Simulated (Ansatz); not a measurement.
The system is Na.

```
CELL_PARAMETERS angstrom
3.70038 0.00000 0.00000
-1.85019 3.20463 0.00000
0.00000 0.00000 12.53732
ATOMIC_POSITIONS crystal
Na 0.66667 0.33333 0.75000
Na 0.00000 0.00000 0.50000
Na 0.33333 0.66667 0.25000
Na 0.00000 0.00000 0.00000
```

This isn't the form of Na at room conditions, which is bcc.

Program: Ansatz 0.2.0. Alike in all runs: task projected density of states; potentials or basis Ansatz PAW; no spin polarisation; cell as given; k mesh 5 × 5 × 2; smearing fermi-dirac 0.05 eV; the mesh is coarse, so values aren't converged. Hardware: 2 threads of Intel(R) Xeon(R) 6975P-C (Granite Rapids), on a shared host.

**Question.** Order these runs on this cell by their wall time, lowest first.
A. level r2SCAN; cutoff (eV) 500
B. level LDA; cutoff (eV) 420
C. level PBE0; cutoff (eV) 420
D. level HSE06; cutoff (eV) 420

**Answer.** B (1.3 s), A (3.2 s), D (13 s), C (62 s).

Caveats: all runs use coarse meshes; the density of states is complete only up to the lowest level of the last band computed.

Not every run made on this cell is shown here.
